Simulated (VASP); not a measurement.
Crystal: Os.

```
Os
1.0
     0.00000    1.91293    1.91293
     1.91293    0.00000    1.91293
     1.91293    1.91293    0.00000
Os
1
Direct
  0.00000 0.00000 0.00000
```

This isn't the form of Os at room conditions, which is hcp.

| Item | Value |
| --- | --- |
| Program | VASP 6.6.1 |
| Task | relaxation of cell and atoms |
| Functional | PBE |
| Potentials or basis | VASP PAW PBE potentials, release 64 (Os) |
| Cutoff | 600 eV |
| k mesh | 18 × 18 × 18 |
| Occupations | gaussian, width 0.1 eV |
| Spin | no spin polarisation |

At the start: pressure 9.9 GPa; volume 14.00 Å³/atom.

Task: Where does the relaxation end?

Result: Over 4 steps the energy falls by 9.9 meV/atom and the volume is 14.33 Å³/atom (+2.4 %); space group Fm-3m (No. 225, to 0.05 Å).

The path:
```csv
step,energy change (eV),largest force (eV/Å),pressure (GPa),volume (Å³)
1,0.0000,0.0000,9.89,14.00
2,0.1492,0.0000,-30.88,15.82
3,-0.0099,0.0000,-0.43,14.35
4,-0.0099,0.0000,-0.01,14.33
```

Final structure:
```
CELL_PARAMETERS angstrom
0.00000 1.92793 1.92793
1.92793 0.00000 1.92793
1.92793 1.92793 0.00000
ATOMIC_POSITIONS crystal
Os 0.00000 0.00000 0.00000
```
